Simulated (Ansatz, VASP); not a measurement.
**MnO: VASP beside Ansatz**

```
Mn O
1.0
     2.97129   -1.71698    0.00000
     2.97129    1.71698    0.00000
    -1.98463    0.00000    2.81031
Mn O
1 1
Cartesian
  1.9788 0.0000 1.4070
  3.9609 0.0000 0.7007
```

The cell comes from a database or a generator and needn't be the stable form of this composition.

Alike in both runs: task band structure; functional BLYP; k mesh 7 × 7 × 7; occupations fermi-dirac, width 0.05 eV; collinear spin, ferromagnetic start.

|  | VASP | Ansatz |
| --- | --- | --- |
| version | VASP 6.6.1 | Ansatz 0.2.0 |
| potentials or method | VASP PAW PBE potentials, release 64 (Mn_pv, O) | Ansatz PAW |
| plane-wave cutoff (eV) | 520 | 420 |
| valence electrons in the cell | 19 | 21 |

```csv
,VASP,Ansatz,Ansatz less VASP
gap on the k mesh at the Fermi level (eV),none,none,-
pressure (GPa),-0.1,-0.4,-0.23
largest component of the traceless stress (GPa),0.14,0.14,-0.001
net moment per atom (μB),2.50,2.49,0.000
size of the moment on the site where the two differ most (μB),4.42,4.01,-0.404
```

Site moments also hang on the region over which each program counts them. A gap of «none» marks a metal or a gap that the smearing closes. The two sets of potentials don't hold the same shells in valence.

Caveats: a cell with one magnetic atom can't hold antiferromagnetic order, which such compounds often take; semilocal functionals often make such compounds metallic where correlation or magnetic order opens a gap, which also shifts bond lengths; the PAW data sets were made with another functional, which shifts forces and pressure a little (VASP); the pressure holds a Pulay correction of +0.6 GPa for the finite cutoff (Ansatz); the PAW data sets come from PBE, with cores solved anew for the run's functional, which leaves a small shift of forces and pressure (Ansatz).
